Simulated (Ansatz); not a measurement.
## BaTiO3: generalised stacking fault

All numbers below come from DFT r2SCAN, scalar-relativistic, plane waves, PAW (Ansatz 0.2.0). Settings: plane waves to 500 eV, k-mesh 6×6×2 (Γ-centred), Gaussian smearing 0.05 eV. Spin–orbit coupling is left out, which matters for the heavy elements here. No spin polarisation. Energies are free energies at this smearing, counted from the undisturbed cell; pressure is positive in compression.

The undisturbed cell (relaxed at this level; it needn't be the usual structure):

```
Ba Ti O
1.0
     2.84005   -1.63971   -2.33143
     0.00000    3.27941   -2.33143
     8.52016    4.91912    6.99430
Ba Ti O
3 3 9
Direct
  0.99721 0.99721 0.91883
  0.99721 0.99721 0.25216
  0.99721 0.99721 0.58550
  0.48375 0.48375 0.08998
  0.48375 0.48375 0.42332
  0.48375 0.48375 0.75665
  0.51025 0.01984 0.08115
  0.51025 0.01984 0.41448
  0.51025 0.01984 0.74782
  0.01984 0.51025 0.08115
  0.01984 0.51025 0.41448
  0.01984 0.51025 0.74782
  0.51025 0.51025 0.24462
  0.51025 0.51025 0.57795
  0.51025 0.51025 0.91129
```

The cut lies on the cell's a–b face, a (1 0 1) plane (indices in the standard cell, whose axes needn't be the Cartesian ones shown) of area 16.19 Å², between layers 1.96 Å apart. Vector c is tilted by f times 1·a + 1·b (length 5.701 Å) with the atoms' Cartesian places fixed: one unrelaxed fault a cell.

| f | γ (mJ/m²) | shear traction, the slope of γ along the slip (GPa) | gap on the mesh (eV) |
| --- | --- | --- | --- |
| 0.0000 | 0 | 0.0 | 2.87 |
| 0.0833 | 554 | ? | ? |
| 0.1667 | 1965 | 34.3 | 2.36 |
| 0.2500 | 3563 | 31.9 | 2.06 |
| 0.3333 | 5062 | ? | ? |
| 0.4167 | 6645 | 31.2 | 1.72 |
| 0.5000 | 7663 | 8.3 | 1.69 |
| 0.5833 | 7318 | -21.5 | 1.48 |
| 0.6667 | 5889 | -35.5 | 1.46 |
| 0.7500 | ? | -39.7 | ? |
| 0.8333 | 2168 | -39.8 | 2.33 |

Problem. Give the withheld values.

Solution. shear traction, the slope of γ along the slip (GPa) at f = 0.0833: 22.4; gap on the mesh (eV) at f = 0.0833: 2.72; shear traction, the slope of γ along the slip (GPa) at f = 0.3333: 32.7; gap on the mesh (eV) at f = 0.3333: 1.81; γ (mJ/m²) at f = 0.7500: 4099; gap on the mesh (eV) at f = 0.7500: 1.86.

Cost: 11 runs of about 7.4 core-minutes in all, on Intel Xeon 6975P-C (Granite Rapids) (shared hosts).